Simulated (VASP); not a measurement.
PbSe (Clausthalite): single point with BLYP+D4

**The experiment to reproduce.**

A printed reference work, monograph reports, for a bulk crystal of PbSe at 4.2 K: band gap 0.15 eV (direct).

PbSe (Clausthalite):

```
Pb Se
1.0
     0.00000    3.06065    3.06065
     3.06065    0.00000    3.06065
     3.06065    3.06065    0.00000
Pb Se
1 1
Direct
  0.00000 0.00000 0.00000
  0.50000 0.50000 0.50000
```

- Program: VASP 6.6.1
- Task: single point
- Functional: BLYP
- Dispersion: D4
- Potentials or basis: VASP PAW PBE potentials, release 64 (Pb_d, Se)
- Cutoff: 520 eV
- k mesh: 8 × 8 × 8
- Occupations: fermi-dirac, width 0.05 eV
- Spin: no spin polarisation

The pressure is 2.0 GPa, the band gap on the k mesh is 0.39 eV, direct and the dispersion energy per atom is -0.746 eV.

Levels at points of the mesh, in eV from the valence-band top:
```tsv
k point	band 8	band 9	band 10	band 11	band 12	band 13
(0.00, 0.00, 0.00)	-1.87	-1.87	-1.87	4.62	4.62	4.62
(0.50, 0.00, 0.00)	-1.44	-1.44	0.00	0.39	1.69	1.69
(0.50, 0.50, 0.00)	-4.89	-3.20	-3.20	4.01	5.53	5.53
```

Run time: 22 s on 1 thread of AMD EPYC 9R45 96-Core Processor (Zen 5), with other jobs on the host, peak memory 0.16 GiB.

Measured gap of PbSe: 0.15 eV (direct; 4.2 K; a printed reference work, monograph). This calculation gives 0.39 eV (+0.24 eV). 2 values of this kind are on record (0.15 to 0.28 eV); this one was drawn at random. Spin-orbit coupling on Pb, Se is left out. The value is that of BLYP+D4 on a finite k mesh, which can miss the band edges, without temperature or zero-point motion.

Caveat: the PAW data sets were made with another functional, which shifts forces and pressure a little; spin-orbit coupling is left out, which moves the levels of the heavy elements.
